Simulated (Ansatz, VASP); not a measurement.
InSb in VASP and in Ansatz

```xyz
2
Lattice="0.0000 3.0198 3.0198 3.0198 0.0000 3.0198 3.0198 3.0198 0.0000" Properties=species:S:1:pos:R:3 pbc="T T T"
In    3.0198    3.0198    3.0198
Sb    0.0000    0.0000    0.0000
```

Alike in both runs: task relaxation of cell and atoms; functional PBEsol; k mesh 12 × 12 × 12; occupations gaussian, width 0.1 eV; no spin polarisation.

|  | VASP | Ansatz |
| --- | --- | --- |
| version | VASP 6.6.1 | Ansatz 0.2.0 |
| potentials or method | VASP PAW PBE potentials, release 64 (In_d, Sb) | scalar-relativistic, plane waves, PAW |
| plane-wave cutoff (eV) | 600 | 420 |
| valence electrons in the cell | 18 | 28 |

|  | VASP | Ansatz | Ansatz less VASP |
| --- | --- | --- | --- |
| gap on the k mesh at the Fermi level, each at its own relaxed structure (eV) | none | none | - |
| relaxed volume (Å³/atom) | 27.54 | 27.54 | 0.000 |
| relaxed cell length with the largest relative difference (Å) | 4.271 | 4.271 | 0.0000 |

A gap of «none» marks a metal or a gap that the smearing closes. The two sets of potentials don't hold the same shells in valence.

Caveats: the relaxation stopped at its first step, so nothing moved; the PAW data sets were made with another functional, which shifts forces and pressure a little (VASP). The runs have no spin-orbit coupling, so splittings on Sb are missing.
